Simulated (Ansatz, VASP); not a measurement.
**InAs in VASP and in Ansatz**

File INCAR:

```
SYSTEM = InAs
  PREC = Accurate
  ENCUT = 520
  EDIFF = 1E-6
  ISMEAR = 0
  SIGMA = 0.15
  LREAL = .False.
  LASPH = .True.
  NELM = 100
  ALGO = Normal
  ISIF = 2
  LWAVE = .False.
  LCHARG = .False.
  GGA = PE
  NBANDS = 16
```

Contents of KPOINTS:

```
Automatic mesh
0
Gamma
  16 16 16
  0 0 0
```

Contents of POSCAR:

```
InAs
1.0
    0.0000000000      2.8456929513      3.4148315416
    2.8456929513      0.0000000000      3.4148315416
    2.8456929513      2.8456929513      0.0000000000
In As
1 1
Direct
    0.0000000000      0.0000000000      0.0000000000
    0.7500000000      0.7500000000      0.7500000000
```

Input for Ansatz:

```yaml
crystal:
  lattice:
    - [0.0, 2.8456929513, 3.4148315416]
    - [2.8456929513, 0.0, 3.4148315416]
    - [2.8456929513, 2.8456929513, 0.0]
  atoms:
    - { symbol: In, position: [0.0, 0.0, 0.0] }
    - { symbol: As, position: [0.75, 0.75, 0.75] }
basis:
  ecutwfc: 420
kpoints:
  mp_grid: { grid: [16, 16, 16] }
hamiltonian:
  xc: pbe
scf:
  occupations: { method: gaussian, width: 0.15 }
output:
  forces: true
  stress: true
  eigenvalues: true
```

Alike in both runs: task single point; functional PBE; k mesh 16 × 16 × 16; occupations gaussian, width 0.15 eV; no spin polarisation.

|  | VASP | Ansatz |
| --- | --- | --- |
| version | VASP 6.6.1 | Ansatz 0.2.0 |
| potentials or method | VASP PAW PBE potentials, release 64 (In_d, As) | scalar-relativistic, plane waves, PAW |
| plane-wave cutoff (eV) | 520 | 420 |
| valence electrons in the cell | 18 | 28 |

Ansatz gave:

* gap on the k mesh at the Fermi level (eV): none
* pressure (GPa): 3.3
* largest component of the traceless stress (GPa): 5.48

Problem. Estimate VASP's values.

Solution. gap on the k mesh at the Fermi level (eV): none; pressure (GPa): 3.4; largest component of the traceless stress (GPa): 5.47.

A gap of «none» marks a metal or a gap that the smearing closes. The two sets of potentials don't hold the same shells in valence.
